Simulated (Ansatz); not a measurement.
## WC in Ansatz: the effect of functional

The system is WC.

```
W C
1.0
     0.00000    2.16305    2.16305
     2.16305    0.00000    2.16305
     2.16305    2.16305    0.00000
W C
1 1
Direct
  0.00000 0.00000 0.00000
  0.50000 0.50000 0.50000
```

Measurements of this composition are mostly on another form, of space group No. 187.

The cell isn't the ideal one: volume scaled by 0.96.

Alike in all runs:

- Program: Ansatz 0.2.0
- Task: single point
- Potentials or basis: Ansatz PAW
- k mesh: 10 × 10 × 10
- Occupations: fermi-dirac, width 0.05 eV
- Spin: no spin polarisation

```tsv
functional	cutoff	pressure (GPa)
LDA	420 eV (not typed: the program's choice for these potentials)	?
PBEsol	420 eV (not typed: the program's choice for these potentials)	5.2
r2SCAN	500 eV (not typed: the program's choice for these potentials)	10.6
```

Question: What does the run with functional LDA give?

Answer: Pressure -1.2 GPa.

Caveats: the PAW data sets come from PBE, with cores solved anew for the run's functional, which leaves a small shift of forces and pressure.

Runs at the PBE level aren't shown here.
